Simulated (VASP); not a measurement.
The system is InP.

```
CELL_PARAMETERS angstrom
0.00000 2.93050 2.93050
2.93050 0.00000 2.93050
2.93050 2.93050 0.00000
ATOMIC_POSITIONS crystal
In 0.00000 0.00000 0.00000
P 0.25000 0.25000 0.25000
```

| Item | Value |
| --- | --- |
| Program | VASP 6.6.1 |
| Task | relaxation of cell and atoms |
| Functional | r2SCAN |
| Potentials or basis | VASP PAW PBE potentials, release 64 (In_d, P) |
| Cutoff | 600 eV |
| k mesh | 8 × 8 × 8 |
| Occupations | gaussian, width 0.03 eV |
| Spin | no spin polarisation |

At the start: pressure 1.6 GPa; volume 25.17 Å³/atom.

Task: Where does the relaxation end?

Result: Over 3 steps the energy falls by 2.8 meV/atom and the volume is 25.73 Å³/atom (+2.2 %); space group F-43m (No. 216, to 0.05 Å).

Step by step:
```csv
step,energy change (eV),largest force (eV/Å),pressure (GPa),volume (Å³)
1,0.0000,0.0000,1.62,50.33
2,-0.0032,0.0000,-0.91,52.21
3,-0.0055,0.0000,0.02,51.45
```

Final structure:
```
In P
1.0
     0.00000    2.95206    2.95206
     2.95206    0.00000    2.95206
     2.95206    2.95206    0.00000
In P
1 1
Cartesian
  0.0000 0.0000 0.0000
  1.4760 1.4760 1.4760
```

Caveat: the PAW data sets were made with another functional, which shifts forces and pressure a little.
